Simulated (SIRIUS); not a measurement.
# TaN (Fm-3m) in SIRIUS: reference runs

Reference runs on TaN: the cell as given and a disturbed copy.

Everything below comes from runs of SIRIUS 7.12.0. Logs are shortened: lines on timing, memory, paths and dates and some standing lists are left out, and cuts for length are marked. The log counts tension as positive stress, the text compression.

### 1 The structure

The structure is cubic, space group Fm-3m (No. 225). The conventional cell has a = 4.423 Å, b = 4.423 Å, c = 4.423 Å, α = 90.00°, β = 90.00°, γ = 90.00°. Ta (site symmetry m-3m) has 6 N at 2.21 Å as nearest neighbours. N (site symmetry m-3m) is surrounded by 6 Ta at 2.21 Å.

The cell comes from a database or a generator and needn't be the stable form of this composition.

### 2 Single point, PBEsol

The input, sirius.json:

```json
{
  "control": {
    "processing_unit": "cpu",
    "std_evp_solver_name": "lapack",
    "gen_evp_solver_name": "lapack",
    "verbosity": 2,
    "print_forces": true,
    "ortho_rf": true,
    "use_second_variation": true,
    "rmt_max": 3.0,
    "num_bands_to_print": 24,
    "save_wf": true
  },
  "parameters": {
    "electronic_structure_method": "full_potential_lapwlo",
    "xc_functionals": ["XC_GGA_X_PBE_SOL", "XC_GGA_C_PBE_SOL"],
    "core_relativity": "dirac",
    "valence_relativity": "iora",
    "num_fv_states": 25,
    "smearing": "fermi_dirac",
    "smearing_width": 0.0018374661,
    "pw_cutoff": 24,
    "gk_cutoff": 4.64,
    "lmax_apw": 13,
    "lmax_rho": 8,
    "lmax_pot": 8,
    "num_mag_dims": 0,
    "auto_rmt": 0,
    "ngridk": [10, 10, 10],
    "shiftk": [0, 0, 0],
    "num_dft_iter": 80,
    "energy_tol": 1e-07,
    "density_tol": 1e-05,
    "use_symmetry": true
  },
  "settings": {"tol_ne": 1e-10},
  "iterative_solver": {"type": "exact"},
  "mixer": {"type": "anderson", "beta": 0.5, "max_history": 8},
  "unit_cell": {
    "lattice_vectors": [[0.0, 4.1787948431, 4.1787948431], [4.1787948431, 0.0, 4.1787948431], [4.1787948431, 4.1787948431, 0.0]],
    "atom_types": ["N", "Ta"],
    "atom_files": {"N": "N.json", "Ta": "Ta.json"},
    "atoms": {"N": [[0.0, 0.0, 0.0]], "Ta": [[0.5, 0.5, 0.5]]}
  }
}
```

The input, N.json:

```json
{
  "name": "nitrogen",
  "symbol": "N",
  "number": 7,
  "mass": 14.0067,
  "rmin": 1e-06,
  "rmt": 1.51,
  "nrmt": 800,
  "rinf": 13.03,
  "core": "1s",
  "valence": [
    {"basis": [{"enu": 0.35, "dme": 0, "n": 0, "auto": 0}, {"enu": 0.35, "dme": 1, "n": 0, "auto": 0}]},
    {"l": 0, "n": 1, "basis": [{"enu": 0.2948, "dme": 0, "n": 0, "auto": 0}]},
    {"l": 1, "n": 2, "basis": [{"enu": 0.45, "dme": 0, "n": 0, "auto": 0}]},
    {"l": 2, "n": 3, "basis": [{"enu": 0.45, "dme": 0, "n": 0, "auto": 0}]},
    {"l": 3, "n": 4, "basis": [{"enu": 0.45, "dme": 0, "n": 0, "auto": 0}]}
  ],
  "lo": [
    {
      "l": 0,
      "basis": [{"enu": 0.2948, "dme": 0, "n": 0, "auto": 0}, {"enu": 0.2948, "dme": 1, "n": 0, "auto": 0}]
    },
    {
      "l": 0,
      "basis": [{"enu": 0.2948, "dme": 1, "n": 0, "auto": 0}, {"enu": 0.2948, "dme": 2, "n": 0, "auto": 0}]
    },
    {
      "l": 0,
      "basis": [{"enu": 0.2948, "dme": 0, "n": 0, "auto": 0}, {"enu": 5.5577, "dme": 0, "n": 0, "auto": 0}]
    },
    {"l": 1, "basis": [{"enu": 0.45, "dme": 0, "n": 0, "auto": 0}, {"enu": 0.45, "dme": 1, "n": 0, "auto": 0}]},
    {"l": 1, "basis": [{"enu": 0.45, "dme": 1, "n": 0, "auto": 0}, {"enu": 0.45, "dme": 2, "n": 0, "auto": 0}]},
    {"l": 1, "basis": [{"enu": 0.45, "dme": 0, "n": 0, "auto": 0}, {"enu": 6.5024, "dme": 0, "n": 0, "auto": 0}]},
    {"l": 2, "basis": [{"enu": 0.45, "dme": 0, "n": 0, "auto": 0}, {"enu": 0.45, "dme": 1, "n": 0, "auto": 0}]},
    {"l": 2, "basis": [{"enu": 0.45, "dme": 1, "n": 0, "auto": 0}, {"enu": 0.45, "dme": 2, "n": 0, "auto": 0}]},
    {"l": 2, "basis": [{"enu": 0.45, "dme": 0, "n": 0, "auto": 0}, {"enu": 7.2918, "dme": 0, "n": 0, "auto": 0}]},
    {"l": 3, "basis": [{"enu": 0.45, "dme": 0, "n": 0, "auto": 0}, {"enu": 0.45, "dme": 1, "n": 0, "auto": 0}]}
  ],
  "free_atom": [... radial grid and density of the free atom, the start of the SCF ...]
}
```

The input, Ta.json:

```json
{
  "name": "tantalum",
  "symbol": "Ta",
  "number": 73,
  "mass": 180.94788,
  "rmin": 1e-06,
  "rmt": 2.51,
  "nrmt": 800,
  "rinf": 15.8,
  "core": "1s2s2p3s3p3d4s4p4d",
  "valence": [
    {"basis": [{"enu": 0.35, "dme": 0, "n": 0, "auto": 0}, {"enu": 0.35, "dme": 1, "n": 0, "auto": 0}]},
    {"l": 0, "n": 1, "basis": [{"enu": 0.45, "dme": 0, "n": 0, "auto": 0}]},
    {"l": 1, "n": 2, "basis": [{"enu": 0.45, "dme": 0, "n": 0, "auto": 0}]},
    {"l": 2, "n": 3, "basis": [{"enu": 0.45, "dme": 0, "n": 0, "auto": 0}]},
    {"l": 3, "n": 4, "basis": [{"enu": 0.45, "dme": 0, "n": 0, "auto": 0}]},
    {"l": 4, "n": 5, "basis": [{"enu": 0.45, "dme": 0, "n": 0, "auto": 0}]}
  ],
  "lo": [
    {"l": 0, "basis": [{"enu": 0.45, "dme": 0, "n": 0, "auto": 0}, {"enu": 0.45, "dme": 1, "n": 0, "auto": 0}]},
    {
      "l": 0,
      "basis": [{"enu": -2.0872, "dme": 0, "n": 5, "auto": 1}, {"enu": -2.0872, "dme": 1, "n": 5, "auto": 1}]
    },
    {
      "l": 0,
      "basis": [{"enu": -2.0872, "dme": 1, "n": 5, "auto": 1}, {"enu": 0.45, "dme": 0, "n": 0, "auto": 0}]
    },
    {"l": 0, "basis": [{"enu": 0.45, "dme": 0, "n": 0, "auto": 0}, {"enu": 2.9896, "dme": 0, "n": 0, "auto": 0}]},
    {"l": 1, "basis": [{"enu": 0.45, "dme": 0, "n": 0, "auto": 0}, {"enu": 0.45, "dme": 1, "n": 0, "auto": 0}]},
    {
      "l": 1,
      "basis": [{"enu": -0.8603, "dme": 0, "n": 5, "auto": 1}, {"enu": -0.8603, "dme": 1, "n": 5, "auto": 1}]
    },
    {
      "l": 1,
      "basis": [{"enu": -0.8603, "dme": 1, "n": 5, "auto": 1}, {"enu": 0.45, "dme": 0, "n": 0, "auto": 0}]
    },
    {"l": 1, "basis": [{"enu": 0.45, "dme": 0, "n": 0, "auto": 0}, {"enu": 3.3706, "dme": 0, "n": 0, "auto": 0}]},
    {"l": 2, "basis": [{"enu": 0.45, "dme": 0, "n": 0, "auto": 0}, {"enu": 0.45, "dme": 1, "n": 0, "auto": 0}]},
    {"l": 2, "basis": [{"enu": 0.45, "dme": 1, "n": 0, "auto": 0}, {"enu": 0.45, "dme": 2, "n": 0, "auto": 0}]},
    {"l": 2, "basis": [{"enu": 0.45, "dme": 0, "n": 0, "auto": 0}, {"enu": 2.9262, "dme": 0, "n": 0, "auto": 0}]},
    {"l": 3, "basis": [{"enu": 0.45, "dme": 0, "n": 0, "auto": 0}, {"enu": 0.45, "dme": 1, "n": 0, "auto": 0}]},
    {
      "l": 3,
      "basis": [{"enu": -0.3347, "dme": 0, "n": 4, "auto": 1}, {"enu": -0.3347, "dme": 1, "n": 4, "auto": 1}]
    },
    {
      "l": 3,
      "basis": [{"enu": -0.3347, "dme": 1, "n": 4, "auto": 1}, {"enu": 0.45, "dme": 0, "n": 0, "auto": 0}]
    },
    {"l": 3, "basis": [{"enu": 0.45, "dme": 0, "n": 0, "auto": 0}, {"enu": 4.1325, "dme": 0, "n": 0, "auto": 0}]},
    {"l": 4, "basis": [{"enu": 0.45, "dme": 0, "n": 0, "auto": 0}, {"enu": 0.45, "dme": 1, "n": 0, "auto": 0}]},
    {"l": 4, "basis": [{"enu": 0.45, "dme": 0, "n": 0, "auto": 0}, {"enu": 3.4976, "dme": 0, "n": 0, "auto": 0}]}
  ],
  "free_atom": [... radial grid and density of the free atom, the start of the SCF ...]
}
```

The input, sirius_start.json:

```json
{
  "control": {
    "processing_unit": "cpu",
    "std_evp_solver_name": "lapack",
    "gen_evp_solver_name": "lapack",
    "verbosity": 1,
    "print_forces": false,
    "ortho_rf": true,
    "use_second_variation": true,
    "rmt_max": 3.0,
    "num_bands_to_print": 24,
    "save_wf": false
  },
  "parameters": {
    "electronic_structure_method": "full_potential_lapwlo",
    "xc_functionals": ["XC_LDA_X", "XC_LDA_C_PW"],
    "core_relativity": "dirac",
    "valence_relativity": "iora",
    "num_fv_states": 25,
    "smearing": "fermi_dirac",
    "smearing_width": 0.0055123983,
    "pw_cutoff": 24,
    "gk_cutoff": 3.71,
    "lmax_apw": 13,
    "lmax_rho": 8,
    "lmax_pot": 8,
    "num_mag_dims": 0,
    "auto_rmt": 0,
    "ngridk": [4, 4, 4],
    "shiftk": [0, 0, 0],
    "num_dft_iter": 30,
    "energy_tol": 0.01,
    "density_tol": 0.05,
    "use_symmetry": true
  },
  "settings": {"tol_ne": 1e-10},
  "iterative_solver": {"type": "exact"},
  "mixer": {"type": "anderson", "beta": 0.5, "max_history": 8},
  "unit_cell": {
    "lattice_vectors": [[0.0, 4.1787948431, 4.1787948431], [4.1787948431, 0.0, 4.1787948431], [4.1787948431, 4.1787948431, 0.0]],
    "atom_types": ["N", "Ta"],
    "atom_files": {"N": "N.json", "Ta": "Ta.json"},
    "atoms": {"N": [[0.0, 0.0, 0.0]], "Ta": [[0.5, 0.5, 0.5]]}
  }
}
```

Potentials or basis: all-electron FP-LAPW, apw+lo standard.

Command:

```sh
OMP_NUM_THREADS=1 sirius.scf --input=sirius_start.json --output=start.json
OMP_NUM_THREADS=1 sirius.scf --input=sirius.json --output=output.json --task=1
```

Log:

```text
[info] SIRIUS version : 7.12.0
[info] number of MPI ranks           : 1
[info] MPI grid                      : 1 1
[info] maximum number of OMP threads : 1
[fft] FFT context for density and potential
[fft] =====================================
[fft]   plane wave cutoff                     : 24
[fft]   grid size                             : 48 48 48   total : 110592
[fft]   grid limits                           : -23 24   -23 24   -23 24
[fft]   number of G-vectors within the cutoff : 34327
[fft]   number of G-shells                    : 922
[fft] FFT context for coarse grid
[fft] =====================================
[fft]   plane wave cutoff                     : 9.28
[fft]   grid size                             : 20 20 20   total : 8000
[fft]   grid limits                           : -9 10   -9 10   -9 10
[fft]   number of G-vectors within the cutoff : 1989
[fft]   number of G-shells                    : 77
[unit cell] lattice vectors
[unit cell]   a1 :       0.0000000000      4.1787948431      4.1787948431
[unit cell]   a2 :       4.1787948431      0.0000000000      4.1787948431
[unit cell]   a3 :       4.1787948431      4.1787948431      0.0000000000
[unit cell] reciprocal lattice vectors
[unit cell]   b1 :      -0.7517939434      0.7517939434      0.7517939434
[unit cell]   b2 :       0.7517939434     -0.7517939434      0.7517939434
[unit cell]   b3 :       0.7517939434      0.7517939434     -0.7517939434
[unit cell] unit cell volume :       145.94295852 [a.u.^3]
[unit cell] 1/sqrt(omega)    :         0.08277676
[unit cell] MT volume        :        80.66019032 (55.27%)
[unit cell] IT volume        :        65.28276820 (44.73%)
[unit cell] number of atom types : 2
[unit cell] type id : 0 symbol :  N mt_radius :   1.510000 num_atoms : 1
[unit cell] type id : 1 symbol : Ta mt_radius :   2.510000 num_atoms : 1
[unit cell] total number of atoms : 2
[unit cell] number of symmetry classes : 2
[unit cell] atom id  type id  class id             position                      vector_field
[unit cell] ------------------------------------------------------------------------------------------
[unit cell]      0        0        0      0.00000   0.00000   0.00000      0.00000   0.00000   0.00000
[unit cell]      1        1        1      0.50000   0.50000   0.50000      0.00000   0.00000   0.00000
[unit cell] atom id         position (Cartesian, a.u.)
[unit cell] ---------------------------------------------
[unit cell]      0       0.000000    0.000000    0.000000
[unit cell]      1       4.178795    4.178795    4.178795
[... 387 lines left out ...]
[generate_core_charge_density] atom class : 0
[generate_core_charge_density]   n,l,k : 1 0 1  energy :         -13.29085294
[generate_core_charge_density] atom class : 1
[generate_core_charge_density]   n,l,k : 1 0 1  energy :       -2470.93218070
[generate_core_charge_density]   n,l,k : 2 0 1  energy :        -423.71188162
[generate_core_charge_density]   n,l,k : 2 1 1  energy :        -404.91136452
[generate_core_charge_density]   n,l,k : 2 1 2  energy :        -358.25257331
[generate_core_charge_density]   n,l,k : 3 0 1  energy :         -96.53265205
[generate_core_charge_density]   n,l,k : 3 1 1  energy :         -88.18131035
[generate_core_charge_density]   n,l,k : 3 1 2  energy :         -78.13707743
[generate_core_charge_density]   n,l,k : 3 2 2  energy :         -64.03966741
[generate_core_charge_density]   n,l,k : 3 2 3  energy :         -61.85131168
[... 28 lines left out ...]
[find] valence_eval_sum               :      -8.73467539
[find] core_eval_sum                  :   -9564.96809271
[find] kinetic energy                 :   17589.44950160
[find] enuc                           :  -19574.76315297
[find] <rho|V^{XC}>                   :    -420.88749747
[find] <rho|E^{XC}>                   :    -319.66650159
[find] <mag|B^{XC}>                   :       0.00000000
[find] <rho|V^{H}>                    :  -26742.26477223
[find] smearing (-TS)                 :      -0.00022127
[find] SCF correction                 :      -0.00002116
[find] Total energy                   :  -15676.11256022 (Ha),  -31352.22512043 (Ry)
[find] Free energy (E-TS)             :  -15676.11278149 (Ha),  -31352.22556298 (Ry)
[find] band gap (eV)                  :       0.00000000
[find] Efermi                         :       0.56743010
[find] iteration : 7, RMS (target) : 4.4898e-06 (1.0000e-05) , energy difference (target) : 3.2185e-08 (1.0000e-07)
[find] converged after 8 SCF iterations!
[find] Charges and magnetic moments
[find] --------------------------------------------------------------------------------
[find] atom      charge    core leakage
[find] --------------------------------------------------------------------------------
[find]    0    5.691570    4.134076e-06
[find]    1   71.033773    1.714045e-06
[find] total core leakage    : 5.84812077e-06
[find] interstitial charge   : 3.274649
[find] total charge          : 79.999991
[find] Energy
[find] --------------------------------------------------------------------------------
[find] valence_eval_sum               :      -8.73467539
[find] core_eval_sum                  :   -9564.96809271
[find] kinetic energy                 :   17589.44950160
[find] enuc                           :  -19574.76315297
[find] <rho|V^{XC}>                   :    -420.88749747
[find] <rho|E^{XC}>                   :    -319.66650159
[find] <mag|B^{XC}>                   :       0.00000000
[find] <rho|V^{H}>                    :  -26742.26477223
[find] smearing (-TS)                 :      -0.00022127
[find] SCF correction                 :      -0.00002116
[find] Total energy                   :  -15676.11256022 (Ha),  -31352.22512043 (Ry)
[find] Free energy (E-TS)             :  -15676.11278149 (Ha),  -31352.22556298 (Ry)
[find] band gap (eV)                  :       0.00000000
[find] Efermi                         :       0.56743010
[ground_state]
[ground_state] ==== total Forces in Ha/bohr =====
[ground_state] atom:    0, force:       0.0000000      0.0000000      0.0000000
[ground_state] atom:    1, force:       0.0000000      0.0000000      0.0000000
[ground_state] ==== contribution from density =====
[ground_state] atom:    0, force:       0.0000000      0.0000000      0.0000000
[ground_state] atom:    1, force:       0.0000000      0.0000000      0.0000000
[ground_state] ==== contribution from Hartree potential =====
[ground_state] atom:    0, force:       0.0000000      0.0000000      0.0000000
[ground_state] atom:    1, force:       0.0000000      0.0000000      0.0000000
[ground_state] ==== contribution from IBS =====
[ground_state] atom:    0, force:       0.0000000      0.0000000      0.0000000
[ground_state] atom:    1, force:       0.0000000      0.0000000      0.0000000
```

Run time: 90 s. Hardware: 1 thread of Intel Xeon 6975P-C (Granite Rapids), shared host; peak memory 0.65 GiB.

Results:

```
Free energy                                       : -426568.7597 eV
Band gap on the k mesh                            : none (metal or under the smearing width)
All electrons inside the program's atomic spheres : Ta 71.03; N 5.69 (radii N 1.51, Ta 2.51 bohr)
```

Levels at points of the mesh, in eV from the Fermi level:
```tsv
k point	band 13	band 14	band 15	band 16	band 17	band 18	band 19	band 20
(0.00, 0.00, 0.00)	-3.76	-3.76	-3.76	-2.10	-2.10	-2.10	0.00	0.00
(0.50, 0.00, 0.00)	-10.28	-7.49	-7.49	1.83	1.83	1.93	3.69	7.36
(0.50, 0.50, 0.00)	-6.61	-5.40	-4.58	-4.58	2.01	3.45	3.45	4.36
```

Spin-orbit coupling is left out, which matters for the levels of Ta.

(Part 1 of 2 ends here.)
